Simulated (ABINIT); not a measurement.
**SnTe: band structure with r2SCAN**

**Measured values to compare with.**

From a printed reference work, textbook, for a bulk crystal of SnTe at 300 K: band gap 0.18 eV (direct).

The system is SnTe.

```
CELL_PARAMETERS angstrom
0.00000 3.15085 3.15085
3.15085 0.00000 3.15085
3.15085 3.15085 0.00000
ATOMIC_POSITIONS crystal
Te 0.50000 0.50000 0.50000
Sn 0.00000 0.00000 0.00000
```

```yaml
Program: ABINIT 10.8.3 (patched build)
Task: band structure
Functional: r2SCAN
Potentials_or_basis: JTH PAW LDA v2.0 sp
Cutoff: 490 eV
k_mesh: 7 × 7 × 7
Occupations: fermi-dirac, width 0.05 eV
Spin: no spin polarisation
Fine-grid_cutoff: 979.61 eV
```

* Pressure: 1.2 GPa
* Band gap along the path: 0.03 eV, direct
* Valence electrons inside the program's atomic spheres: Te 3.13; Sn 2.27

Levels at the corners of the path, in eV from the Fermi level:
```tsv
point	band 2	band 3	band 4	band 5	band 6	band 7	band 8	band 9
Γ	-4.83	-2.51	-2.51	-2.51	3.48	3.48	3.48	4.96
X	-6.88	-6.02	-4.15	-4.15	2.27	5.13	5.13	6.66
W	-7.86	-5.26	-5.26	-1.09	0.79	4.85	4.85	6.36
K	-7.91	-5.62	-3.64	-3.01	3.00	3.20	4.43	5.79
Γ	-4.83	-2.51	-2.51	-2.51	3.48	3.48	3.48	4.96
L	-8.87	-2.18	-2.18	0.03	0.06	0.20	0.20	8.29
U	-7.91	-5.62	-3.64	-3.01	3.00	3.20	4.43	5.79
W	-7.86	-5.26	-5.26	-1.09	0.79	4.85	4.85	6.36
L	-8.87	-2.18	-2.18	0.03	0.06	0.20	0.20	8.29
K	-7.91	-5.62	-3.64	-3.01	3.00	3.20	4.43	5.79
```

Run time: 2.1 min on 1 thread of Arm Neoverse V2 (shared host), peak memory 0.17 GiB.

Measured gap of SnTe: 0.18 eV (direct; 300 K; a printed reference work, textbook). This calculation gives 0.03 eV (-0.15 eV). Spin-orbit coupling on Sn, Te is left out. The value is that of r2SCAN, without temperature or zero-point motion.

Caveat: this odd mesh misses L, where the gap lies, so gap, dielectric constants and Born charges aren't listed; the PAW data sets were made with another functional, which shifts forces and pressure a little; spin-orbit coupling is left out, which moves the levels of the heavy elements; this set keeps more shells in the core, which shifts pressures and gaps.
